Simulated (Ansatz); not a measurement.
An element in the diamond structure gives these cold pressures by all-electron LAPW under PBE (Ansatz 0.2.0, scalar-relativistic, no spin polarisation).

```json
{"V (Å³/atom)": "31.00", "P (GPa)": "0.01"}
{"V (Å³/atom)": "28.52", "P (GPa)": "3.33"}
{"V (Å³/atom)": "26.04", "P (GPa)": "7.93"}
{"V (Å³/atom)": "23.56", "P (GPa)": "14.94"}
{"V (Å³/atom)": "21.08", "P (GPa)": "26.7"}
{"V (Å³/atom)": "18.60", "P (GPa)": "48.8"}
{"V (Å³/atom)": "16.12", "P (GPa)": "91.9"}
{"V (Å³/atom)": "13.95", "P (GPa)": "167.5"}
```

Task: Which element is it?

Result: Zr. Its zero-pressure volume in this structure is near 31.0 Å³/atom; the volume and the steepness of P(V) together point to it, though neighbours can come close. Neighbours weren't tried against these numbers.
